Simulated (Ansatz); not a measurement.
All-electron LAPW in Ansatz 0.2.0 under PBE, scalar-relativistic, energies extrapolated to zero smearing. Slabs are 1×1 cells cut from bulk crystals relaxed on PAW files, with atoms then relaxed, 16 to 20 Å of vacuum, a dipole correction, k spacings of 0.16 to 0.26 Å⁻¹ and smearing of 0.02 to 0.1 eV, without spin–orbit coupling or spin polarisation. The bulk type named needn't be the stable one, and no reconstruction is allowed.

| slab | area (Å²) | γ (J/m²) | Δd12 (%) |
| --- | --- | --- | --- |
| rocksalt MgO (100), 4 layers | 9.05 | 0.89 | 0.0 |
| rocksalt MgO (100), 3 layers | 9.05 | 0.89 | 0.0 |
| rocksalt MgO (100), 1 layer | 9.05 | ? | – |
| rocksalt MgO (100), 2 layers | 9.05 | ? | 0.0 |

**Question.** What belongs in the row "rocksalt MgO (100), 1 layer", column "γ (J/m²)"?

**Answer.** 0.93.

**Question.** Fill in "γ (J/m²)" for the row "rocksalt MgO (100), 2 layers".

**Answer.** 0.88.
